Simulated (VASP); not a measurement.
Input of a VASP 6.6.1 run:

Contents of INCAR:

```
SYSTEM = KF
PREC = Accurate
ENCUT = 520
EDIFF = 1E-6
ISMEAR = 0
SIGMA = 0.02
LREAL = .False.
LASPH = .True.
NELM = 60
ALGO = Normal
ISIF = 2
LWAVE = .False.
LCHARG = .False.
GGA = PE
NBANDS = 15
```

KPOINTS

```
regular mesh
0
Gamma
  8 8 8
  0 0 0
```

File POSCAR:

```
KF
1.0
    0.0000000000      2.7103322691      2.7103322691
    2.7103322691      0.0000000000      2.7103322691
    2.7103322691      2.7103322691      0.0000000000
K F
1 1
Direct
    0.0000000000      0.0000000000      0.0000000000
    0.5000000000      0.5000000000      0.5000000000
```

Potentials or basis: VASP PAW PBE potentials, release 64 (K_sv, F).

Command:

```bash
$ cat potpaw_PBE.64/K_sv/POTCAR potpaw_PBE.64/F/POTCAR > POTCAR
$ mpirun -np 1 vasp_std > vasp.out
```

Task: Predict the band gap on the k mesh.

Result: 5.95 eV, direct.

Task: Predict the pressure.

Result: 0.0 GPa.

A k mesh can miss the band edges. PBE gaps usually lie below the measured ones, often by a third to a half.
